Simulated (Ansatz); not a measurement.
A run of Ansatz 0.2.0 is set up as follows.

The input input.yaml:

```yaml
crystal:
  lattice:
    - [3.1841260822, 0.0, 0.0]
    - [-1.5920630411, 2.757534076, 0.0]
    - [0.0, 0.0, 46.5665498867]
  atoms:
    - { symbol: S, position: [0.33333333, 0.66666666, 0.1610598169] }
    - { symbol: S, position: [0.33333333, 0.66666666, 0.4666858505] }
    - { symbol: Mo, position: [0.0, 0.0, 0.5] }
    - { symbol: S, position: [0.33333333, 0.66666666, 0.5333141495] }
    - { symbol: S, position: [0.33333333, 0.66666666, 0.8389401831] }
hamiltonian:
  xc: pbe
  pseudopotentials: { kind: paw }
kpoints:
  mp_grid: { grid: [10, 10, 1] }
scf:
  occupations: { method: fermi_dirac, width: 0.05 }
output:
  forces: true
  eigenvalues: true
efield:
  axis: 3
  dipole_correction: true
  ramp_width: 0.04
```

Potentials or basis: Ansatz PAW.

Launch:

```console
$ ansatz run input.yaml --threads 4 --pin off --max-ram 11264MiB --backend cpu --events-out ev --progress --plain --runs-dir out
```

Task: Predict the largest force.

Result: 0.207 eV/Å.

Task: What does it give for the band gap on the k mesh?

Result: None (metal or under the smearing width).

Task: Estimate the work function of the upper face.

Result: 7.05 eV.

Task: What does it give for the work function of the lower face?

Result: 7.05 eV.

Forces in eV/Å, atoms in the order of the input:
```
S    0.000  0.000  0.000
S    0.000  0.000 -0.207
Mo   0.000  0.000  0.000
S    0.000  0.000  0.207
S    0.000  0.000  0.000
```
